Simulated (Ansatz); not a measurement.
Input of an Ansatz 0.2.0 run:

input.yaml

```yaml
crystal:
  lattice:
    - [2.1542, 1.2437279499, 3.758]
    - [-2.1542, 1.2437279499, 3.758]
    - [0.0, -2.4874558998, 3.758]
  atoms:
    - { symbol: Sb, position: [0.76651, 0.76651, 0.76651] }
    - { symbol: Sb, position: [0.23349, 0.23349, 0.23349] }
hamiltonian:
  xc: pbesol
  pseudopotentials: { kind: paw }
kpoints:
  mp_grid: { grid: [8, 8, 8] }
scf:
  occupations: { method: fermi_dirac, width: 0.05 }
output:
  forces: true
  stress: true
relax:
  f_tol: 0.01
  max_steps: 40
  cell: { stress_tol: 0.05 }
```

Potentials or basis: Ansatz PAW.

Command:

```sh
$ ansatz run input.yaml --threads 2 --pin off --max-ram 5632MiB --backend cpu --events-out ev --progress --plain --runs-dir out
```

(1) Estimate the space group after relaxing (to 0.05 Å).

(2) Predict the relaxed volume.

Results:

(1) R-3m (No. 166).

(2) 29.86 Å³/atom.

Caveat: the PAW data sets come from PBE, with cores solved anew for the run's functional, which leaves a small shift of forces and pressure.
